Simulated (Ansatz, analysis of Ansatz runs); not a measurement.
**Substitutional B in diamond: charge-transition level, PBE**

Subject: substitutional B in diamond. Wanted: its charge-transition level, in one set-up (PBE, 64-site cell, measured lattice, 420 eV, k: the single point 1/4 1/4 1/4 then 2x2x2 shifted 0.5 0.5 0.5). The model is a cell of 64 host atoms with 1 C taken out and 1 B put in. The level is the Fermi energy at which two charge states have equal formation energy, after a correction for the images of the charge. The measured lattice removes the functional's error in the volume.

Measured beforehand: (0/-1) level above the valence-band top: 0.368 eV, by acceptor ionization energy (cited; method not stated) (quoted in “Phosphorescence and donor-acceptor pair recombination in laboratory-grown diamonds”, 2023, Jiahui Zhao et al., quoting earlier work (1993)). The calculation is set beside it at the end.

Program: Ansatz 0.2.0. Level of theory: plane-wave PAW DFT, PBE; relaxation of all atoms of a defect supercell. Results are calculated unless marked as measured.

Report form: the programs' logs are mostly left out.

### 1. The structure

The cell holds 64 atoms: 63 C and 1 B. Cell: a = 7.133 Å, b = 7.133 Å, c = 7.133 Å, α = 90.0°, β = 90.0°, γ = 90.0°. It derives from C (space group Fd-3m). Nearest the centre at fractional (0.375, 0.375, 0.375): B8 at 0.00 Å, C27 at 1.54 Å, C49 at 1.54 Å, C42 at 1.54 Å, C4 at 1.54 Å, C15 at 2.52 Å, C7 at 2.52 Å, C5 at 2.52 Å.

The host's primitive cell comes from a first run (plane-wave PAW DFT, PBE; relaxation of the host's atoms at the measured cell): vectors of 2.522, 2.522 and 2.522 Å. That is 5.67 Å³ an atom. The supercell is built on it.

### 2. Relaxation, charge 0

Every later number rests on the structure around the defect, so the atoms are relaxed at the host's lattice first.

relax0/input.yaml

```yaml
relax:
  f_tol: 0.02
  max_steps: 80
  random_displacement: { amplitude: 0.05, seed: 682 }
crystal:
  lattice:
    - [7.13348, 0.0, 0.0]
    - [0.0, 7.13348, 0.0]
    - [0.0, 0.0, 7.13348]
  atoms:
    - { symbol: C, position: [0.0, 0.0, 0.25] }
    - { symbol: C, position: [0.0, 0.25, 0.0] }
    - { symbol: C, position: [0.25, 0.0, 0.0] }
    - { symbol: C, position: [0.25, 0.25, 0.25] }
    - { symbol: C, position: [0.125, 0.125, 0.375] }
    - { symbol: C, position: [0.125, 0.375, 0.125] }
    - { symbol: C, position: [0.375, 0.125, 0.125] }
    - { symbol: B, position: [0.375, 0.375, 0.375] }
    - { symbol: C, position: [0.0, 0.0, 0.75] }
    - { symbol: C, position: [0.0, 0.25, 0.5] }
    - { symbol: C, position: [0.25, 0.0, 0.5] }
    - { symbol: C, position: [0.25, 0.25, 0.75] }
    - { symbol: C, position: [0.125, 0.125, 0.875] }
    - { symbol: C, position: [0.125, 0.375, 0.625] }
    - { symbol: C, position: [0.375, 0.125, 0.625] }
    - { symbol: C, position: [0.375, 0.375, 0.875] }
    - { symbol: C, position: [0.0, 0.5, 0.25] }
    - { symbol: C, position: [0.0, 0.75, 0.0] }
    - { symbol: C, position: [0.25, 0.5, 0.0] }
    - { symbol: C, position: [0.25, 0.75, 0.25] }
    - { symbol: C, position: [0.125, 0.625, 0.375] }
    - { symbol: C, position: [0.125, 0.875, 0.125] }
    - { symbol: C, position: [0.375, 0.625, 0.125] }
    - { symbol: C, position: [0.375, 0.875, 0.375] }
    - { symbol: C, position: [0.0, 0.5, 0.75] }
    - { symbol: C, position: [0.0, 0.75, 0.5] }
    - { symbol: C, position: [0.25, 0.5, 0.5] }
    - { symbol: C, position: [0.25, 0.75, 0.75] }
    - { symbol: C, position: [0.125, 0.625, 0.875] }
    - { symbol: C, position: [0.125, 0.875, 0.625] }
    - { symbol: C, position: [0.375, 0.625, 0.625] }
    - { symbol: C, position: [0.375, 0.875, 0.875] }
    - { symbol: C, position: [0.5, 0.0, 0.25] }
    - { symbol: C, position: [0.5, 0.25, 0.0] }
    - { symbol: C, position: [0.75, 0.0, 0.0] }
    - { symbol: C, position: [0.75, 0.25, 0.25] }
    - { symbol: C, position: [0.625, 0.125, 0.375] }
    - { symbol: C, position: [0.625, 0.375, 0.125] }
    - { symbol: C, position: [0.875, 0.125, 0.125] }
    - { symbol: C, position: [0.875, 0.375, 0.375] }
    - { symbol: C, position: [0.5, 0.0, 0.75] }
    - { symbol: C, position: [0.5, 0.25, 0.5] }
    - { symbol: C, position: [0.75, 0.0, 0.5] }
    - { symbol: C, position: [0.75, 0.25, 0.75] }
    - { symbol: C, position: [0.625, 0.125, 0.875] }
    - { symbol: C, position: [0.625, 0.375, 0.625] }
    - { symbol: C, position: [0.875, 0.125, 0.625] }
    - { symbol: C, position: [0.875, 0.375, 0.875] }
    - { symbol: C, position: [0.5, 0.5, 0.25] }
    - { symbol: C, position: [0.5, 0.75, 0.0] }
    - { symbol: C, position: [0.75, 0.5, 0.0] }
    - { symbol: C, position: [0.75, 0.75, 0.25] }
    - { symbol: C, position: [0.625, 0.625, 0.375] }
    - { symbol: C, position: [0.625, 0.875, 0.125] }
    - { symbol: C, position: [0.875, 0.625, 0.125] }
    - { symbol: C, position: [0.875, 0.875, 0.375] }
    - { symbol: C, position: [0.5, 0.5, 0.75] }
    - { symbol: C, position: [0.5, 0.75, 0.5] }
    - { symbol: C, position: [0.75, 0.5, 0.5] }
    - { symbol: C, position: [0.75, 0.75, 0.75] }
    - { symbol: C, position: [0.625, 0.625, 0.875] }
    - { symbol: C, position: [0.625, 0.875, 0.625] }
    - { symbol: C, position: [0.875, 0.625, 0.625] }
    - { symbol: C, position: [0.875, 0.875, 0.875] }
  host:
    repeats: [2, 2, 2]
    atoms:
      - { symbol: C, position: [0.0, 0.0, 0.5] }
      - { symbol: C, position: [0.0, 0.5, 0.0] }
      # ... 6 more atoms of the perfect host
basis:
  ecutwfc: 420
  xc_grid: 2
hamiltonian:
  xc: pbe
kpoints:
  mp_grid: { grid: [1, 1, 1], shift: [0.25, 0.25, 0.25] }
magnetization:
  spin_polarized: true
  initial_magnetization: 1
  spin_locking: { lock_magnetization: hard }
scf:
  occupations: { method: fermi_dirac, width: 0.01 }
  max_iter: 120
output:
  forces: true
  charged_corrections:
    epsilon: 5.84
    static_epsilon: 5.84
    defect_position: [0.375, 0.375, 0.375]
checkpoint:
  write: "../relax0.run"
  compress: false
  write_wavefunctions: true
  write_every: 100000
```

Started as:

```sh
$ ansatz run input.yaml --threads 2 --pin off --max-ram 3768MiB --backend cpu --events-out ev --progress --plain --runs-dir out
```

Elapsed: 1.9 min, on 2 threads of Arm Neoverse V1, shared host; peak memory 1 GiB.

Step by step:

| step | energy less that of the first step (eV) | largest force component (eV/Å) |
| --- | --- | --- |
| 1 | 0.0000 | 3.3334 |
| 2 | -3.0991 | 1.8636 |
| 3 | -3.3367 | 4.4758 |
| 4 | -3.8775 | 0.3309 |
| 5 | -3.8917 | 0.0641 |
| 6 | -3.8924 | 0.0167 |
| 7 | -3.8924 | 0.0082 |
| 8 | -3.8924 | 0.0083 |
| 9 | -3.8924 | 0.0038 |
| 10 | -3.8924 | 0.0012 |

The atoms that moved most (Å, from the sites as typed, ahead of the random displacement, the mean shift of all atoms taken out):

| atom | dx | dy | dz | length |
| --- | --- | --- | --- | --- |
| C42 | 0.036 | -0.030 | 0.036 | 0.059 |
| C27 | -0.018 | 0.014 | 0.035 | 0.042 |
| C49 | 0.035 | 0.014 | -0.018 | 0.042 |
| C4 | -0.019 | -0.025 | -0.020 | 0.037 |
| B8 | -0.016 | 0.014 | -0.016 | 0.027 |
| C14 | -0.010 | 0.012 | 0.006 | 0.016 |
| C38 | 0.006 | 0.012 | -0.010 | 0.016 |
| C5 | -0.006 | -0.002 | -0.010 | 0.012 |

Neighbours of B8 at the end:

| atom | distance (Å) |
| --- | --- |
| C4 | 1.571 |
| C49 | 1.576 |
| C27 | 1.576 |
| C42 | 1.631 |
| C6 | 2.507 |
| C23 | 2.509 |
| C21 | 2.509 |
| C7 | 2.526 |
| C5 | 2.526 |
| C53 | 2.531 |
| C31 | 2.531 |
| C38 | 2.533 |
| C14 | 2.533 |
| C37 | 2.539 |
| C15 | 2.539 |
| C46 | 2.546 |

This step gave:

```yaml
free_energy: -15955.3795 eV
total_moment: 1 μB
integral_of_the_absolute_spin_density: 1.053 μB
spin_contamination: 3.24e-4
```

The relaxation ends 61 meV an atom lower than the displaced start, with a largest force component of 0.0012 eV/Å.

### 3. Relaxation, charge −1

The input displaces the atoms at random before the relaxation, so that it can leave a symmetric saddle if there is one.

relax1/input.yaml

```yaml
relax:
  f_tol: 0.02
  max_steps: 80
  random_displacement: { amplitude: 0.05, seed: 682 }
crystal:
  lattice:
    - [7.13348, 0.0, 0.0]
    - [0.0, 7.13348, 0.0]
    - [0.0, 0.0, 7.13348]
  atoms:
    - { symbol: C, position: [0.0, 0.0, 0.25] }
    - { symbol: C, position: [0.0, 0.25, 0.0] }
[... 1 atom line left out ...]
    - { symbol: C, position: [0.25, 0.25, 0.25] }
    - { symbol: C, position: [0.125, 0.125, 0.375] }
[... 1 atom line left out ...]
    - { symbol: C, position: [0.375, 0.125, 0.125] }
    - { symbol: B, position: [0.375, 0.375, 0.375] }
[... 6 atom lines left out ...]
    - { symbol: C, position: [0.375, 0.125, 0.625] }
[... 5 atom lines left out ...]
    - { symbol: C, position: [0.125, 0.625, 0.375] }
[... 1 atom line left out ...]
    - { symbol: C, position: [0.375, 0.625, 0.125] }
[... 3 atom lines left out ...]
    - { symbol: C, position: [0.25, 0.5, 0.5] }
[... 3 atom lines left out ...]
    - { symbol: C, position: [0.375, 0.625, 0.625] }
[... 10 atom lines left out ...]
    - { symbol: C, position: [0.5, 0.25, 0.5] }
[... 6 atom lines left out ...]
    - { symbol: C, position: [0.5, 0.5, 0.25] }
[... 3 atom lines left out ...]
    - { symbol: C, position: [0.625, 0.625, 0.375] }
[... 10 atom lines left out ...]
    - { symbol: C, position: [0.875, 0.875, 0.875] }
  host:
    repeats: [2, 2, 2]
    atoms:
      - { symbol: C, position: [0.0, 0.0, 0.5] }
      - { symbol: C, position: [0.0, 0.5, 0.0] }
      # ... 6 more atoms of the perfect host
total_charge: -1
basis:
  ecutwfc: 420
  xc_grid: 2
hamiltonian:
  xc: pbe
kpoints:
  mp_grid: { grid: [1, 1, 1], shift: [0.25, 0.25, 0.25] }
scf:
  occupations: { method: fermi_dirac, width: 0.01 }
  max_iter: 120
output:
  forces: true
  charged_corrections:
    epsilon: 5.84
    static_epsilon: 5.84
    defect_position: [0.375, 0.375, 0.375]
checkpoint:
  write: "../relax1.run"
  compress: false
  write_wavefunctions: true
  write_every: 100000
```

It took 30 s on 2 threads; peak memory 0.68 GiB; 57 s of CPU time.

The steps of the relaxation:

| step | energy less that of the first step (eV) | largest force component (eV/Å) |
| --- | --- | --- |
| 1 | 0.0000 | 3.5874 |
| 2 | -3.1260 | 1.7590 |
| 3 | -3.9006 | 0.1042 |
| 4 | -3.9021 | 0.0720 |
| 5 | -3.9027 | 0.0078 |

The atoms that moved most (Å, from the sites as typed, ahead of the random displacement, the mean shift of all atoms taken out):

| atom | dx | dy | dz | length |
| --- | --- | --- | --- | --- |
| C4 | -0.021 | -0.021 | -0.021 | 0.037 |
| C49 | 0.020 | 0.020 | -0.024 | 0.037 |
| C27 | -0.024 | 0.020 | 0.020 | 0.037 |
| C42 | 0.020 | -0.023 | 0.020 | 0.037 |
| C38 | 0.005 | 0.010 | -0.004 | 0.012 |
| C23 | 0.010 | 0.005 | -0.004 | 0.012 |
| C21 | -0.004 | 0.005 | 0.010 | 0.012 |
| C14 | -0.004 | 0.010 | 0.005 | 0.012 |

Neighbours of B8 at the end:

| atom | distance (Å) |
| --- | --- |
| C42 | 1.579 |
| C27 | 1.580 |
| C49 | 1.580 |
| C4 | 1.586 |
| C46 | 2.524 |
| C53 | 2.524 |
| C31 | 2.524 |
| C37 | 2.528 |
| C21 | 2.529 |
| C15 | 2.529 |
| C23 | 2.529 |
| C38 | 2.529 |
| C14 | 2.529 |
| C7 | 2.529 |
| C6 | 2.529 |
| C5 | 2.529 |

This step gave:

| Quantity | Value |
| --- | --- |
| free energy | -15942.4379 eV |

The relaxation ends 61 meV an atom lower than the displaced start, with a largest force component of 0.0078 eV/Å.

### 4. Single point, charge 0

The relaxed structure is kept, and the final numbers are taken at the final level and k-points.

This step: plane-wave PAW DFT, PBE; single point of a defect supercell.

point0/input.yaml

```yaml
crystal:
  lattice:
    - [7.13348, 0.0, 0.0]
    - [0.0, 7.13348, 0.0]
    - [0.0, 0.0, 7.13348]
  atoms:
    - { symbol: C, position: [-7.4539e-05, -0.001271732, 0.249678334] }
    - { symbol: C, position: [-0.000185856, 0.249638898, -0.001300312] }
[... 1 atom line left out ...]
    - { symbol: C, position: [0.247559043, 0.246049923, 0.246437873] }
[... 3 atom lines left out ...]
    - { symbol: B, position: [0.37298016, 0.376529852, 0.3718644] }
[... 5 atom lines left out ...]
    - { symbol: C, position: [0.123950851, 0.376219523, 0.624991606] }
    - { symbol: C, position: [0.37516421, 0.125162164, 0.623846943] }
[... 5 atom lines left out ...]
    - { symbol: C, position: [0.124386872, 0.625308404, 0.374359751] }
[... 5 atom lines left out ...]
    - { symbol: C, position: [0.247709685, 0.501540641, 0.504057196] }
[... 3 atom lines left out ...]
    - { symbol: C, position: [0.374026487, 0.625393908, 0.624670423] }
[... 5 atom lines left out ...]
    - { symbol: C, position: [0.624962657, 0.125162688, 0.374048759] }
[... 4 atom lines left out ...]
    - { symbol: C, position: [0.505341924, 0.245320992, 0.504225481] }
[... 3 atom lines left out ...]
    - { symbol: C, position: [0.625395026, 0.374073344, 0.624279162] }
[... 2 atom lines left out ...]
    - { symbol: C, position: [0.50517098, 0.501537288, 0.246594113] }
[... 3 atom lines left out ...]
    - { symbol: C, position: [0.625783415, 0.625391136, 0.372911013] }
[... 10 atom lines left out ...]
    - { symbol: C, position: [0.875050282, 0.874859213, 0.873933423] }
  host:
    repeats: [2, 2, 2]
    atoms:
      - { symbol: C, position: [0.0, 0.0, 0.5] }
      - { symbol: C, position: [0.0, 0.5, 0.0] }
      # ... 6 more atoms of the perfect host
basis:
  ecutwfc: 420
  xc_grid: 2
hamiltonian:
  xc: pbe
kpoints:
  mp_grid: { grid: [2, 2, 2], shift: [0.5, 0.5, 0.5] }
magnetization:
  spin_polarized: true
  initial_magnetization: 1
  spin_locking: { lock_magnetization: hard }
scf:
  occupations: { method: fermi_dirac, width: 0.01 }
  max_iter: 120
output:
  forces: true
  charged_corrections:
    epsilon: 5.84
    static_epsilon: 5.84
    defect_position: [0.375, 0.375, 0.375]
  eigenvalues: true
checkpoint:
  read: "../relax0.run"
  write: "../point0.run"
  compress: false
  write_wavefunctions: true
  write_every: 100000
```

Elapsed: 60 s, on 2 threads; peak memory 1.1 GiB.

Read from the output:

| Item | Value |
| --- | --- |
| free energy | -15955.3273 eV |
| smearing term TS | 0.005102 eV |
| total moment | 1 μB |
| integral of the absolute spin density | 1.010 μB |
| spin contamination | 1.72e-4 |

### 5. Single point, charge −1

This step: plane-wave PAW DFT, PBE; single point of a defect supercell.

point1/input.yaml

```yaml
crystal:
  lattice:
    - [7.13348, 0.0, 0.0]
    - [0.0, 7.13348, 0.0]
    - [0.0, 0.0, 7.13348]
  atoms:
    - { symbol: C, position: [-0.000284362, -0.000993321, 0.249535773] }
    - { symbol: C, position: [-0.000287391, 0.249942278, -0.001405858] }
[... 1 atom line left out ...]
    - { symbol: C, position: [0.247302543, 0.246594521, 0.246203533] }
    - { symbol: C, position: [0.124957529, 0.124247609, 0.373022196] }
[... 2 atom lines left out ...]
    - { symbol: B, position: [0.375646111, 0.374921569, 0.374521538] }
[... 5 atom lines left out ...]
    - { symbol: C, position: [0.124733454, 0.375962872, 0.624914231] }
    - { symbol: C, position: [0.376674635, 0.124036486, 0.624924344] }
[... 5 atom lines left out ...]
    - { symbol: C, position: [0.124753484, 0.625315513, 0.375573277] }
[... 5 atom lines left out ...]
    - { symbol: C, position: [0.24698692, 0.502350785, 0.501954858] }
[... 3 atom lines left out ...]
    - { symbol: C, position: [0.374013703, 0.625148629, 0.624763178] }
[... 10 atom lines left out ...]
    - { symbol: C, position: [0.503063839, 0.246283852, 0.501952379] }
[... 3 atom lines left out ...]
    - { symbol: C, position: [0.62586712, 0.373302872, 0.624738406] }
[... 2 atom lines left out ...]
    - { symbol: C, position: [0.50308131, 0.502353707, 0.24586517] }
[... 3 atom lines left out ...]
    - { symbol: C, position: [0.625872155, 0.625158792, 0.372882856] }
[... 10 atom lines left out ...]
    - { symbol: C, position: [0.875413072, 0.874683954, 0.874286735] }
  host:
    repeats: [2, 2, 2]
    atoms:
      - { symbol: C, position: [0.0, 0.0, 0.5] }
      - { symbol: C, position: [0.0, 0.5, 0.0] }
      # ... 6 more atoms of the perfect host
total_charge: -1
basis:
  ecutwfc: 420
  xc_grid: 2
hamiltonian:
  xc: pbe
kpoints:
  mp_grid: { grid: [2, 2, 2], shift: [0.5, 0.5, 0.5] }
scf:
  occupations: { method: fermi_dirac, width: 0.01 }
  max_iter: 120
output:
  forces: true
  charged_corrections:
    epsilon: 5.84
    static_epsilon: 5.84
    defect_position: [0.375, 0.375, 0.375]
  eigenvalues: true
checkpoint:
  read: "../relax1.run"
  write: "../point1.run"
  compress: false
  write_wavefunctions: true
  write_every: 100000
```

It took 31 s on 2 threads; peak memory 0.98 GiB.

This step gave:

| Item | Value |
| --- | --- |
| free energy | -15942.4303 eV |

### 6. Charge-transition levels

A charged cell feels its images and has its own zero of potential; this step corrects both and places the level between the host's band edges.

This step: place-levels on PBE runs: charge-transition levels with image-charge correction and potential alignment at the atomic sites.

levels.yaml

```yaml
host:
  run: host.point.run
states: [point0.run, point1.run]
geometry_from:
  point0.run: relax0.run
  point1.run: relax1.run
  host.point.run: host.relax.run
```

Started as:

```sh
$ ansatz place-levels levels.yaml -- --threads 2 --pin off --max-ram 3768MiB
```

Elapsed: 0.16 s, on 2 threads.

Numbers from this step:

* gap: 4.087 eV

### 7. What came out

| Quantity | Value |
| --- | --- |
| static dielectric constant used | 5.8 |
| band gap of the host | 4.09 eV |
| (0/-1) level above the valence-band top | -0.02 eV |
| time of the whole chain | 4.2 min on 2 threads |

What this shows: (0/-1) level above the valence-band top: computed -0.02 eV, measured 0.368 eV; 0.38 eV below the measurement. The computed level lies at or beyond a band edge, so this set-up gives no level clear of the bands. The level is counted in a gap of 4.09 eV, and the correction is screened by a dielectric constant of 5.8 from a linear-response run on the host (PBE). The bound state has a long tail, so in cells of 64 to 216 sites the impurity band still disperses by tenths of an eV and the level moves with cell and k-points. Levels hang on the band edges, which semilocal functionals place too close together. Limits: the periodic copies of the defect are only 7.1 Å apart.

[Logs are printed without paths, hosts, clocks, repeated set-up lines and the standing remarks that a program may print on its own settings, such as how far it seeks lower states.]

[Hosts, paths, dates, database ids (printed as entryN), source tags and the programs' standing remarks are cut or masked in the printed files.]

[For some hosts the program warned that the k-mesh of the response run may be too coarse for force constants and the static dielectric constant; such warnings are not shown here.]
